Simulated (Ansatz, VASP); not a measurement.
## Si3O2 in VASP and in Ansatz

```
CELL_PARAMETERS angstrom
4.50122 0.00000 0.00000
0.00000 4.50122 0.00000
0.00000 0.00000 3.33570
ATOMIC_POSITIONS crystal
Si 0.50000 0.50000 0.47939
Si 0.50000 0.50000 0.97837
Si 0.00000 0.00000 0.53121
O 0.50000 0.00000 0.41683
O 0.00000 0.50000 0.41683
```

Alike in both runs: task relaxation of cell and atoms; functional PBE; k mesh 4 × 4 × 6; occupations gaussian, width 0.1 eV; no spin polarisation.

```csv
,VASP,Ansatz
version,VASP 6.6.1,Ansatz 0.2.0
potentials or method,"VASP PAW PBE potentials, release 64 (Si, O)","scalar-relativistic, plane waves, PAW"
plane-wave cutoff (eV),600,420
valence electrons in the cell,24,24
```

```tsv
	VASP	Ansatz	Ansatz less VASP
gap on the k mesh at the Fermi level, each at its own relaxed structure (eV)	none	none	-
relaxed volume (Å³/atom)	11.83	12.45	+0.617
relaxed cell length with the largest relative difference (Å)	5.122	5.455	+0.3332
energy change over the relaxation (meV/atom)	-2843	-3012	-168.2
```

A gap of «none» marks a metal or a gap that the smearing closes. One of these differences is far larger than is usual between the two programs; its cause wasn't traced.
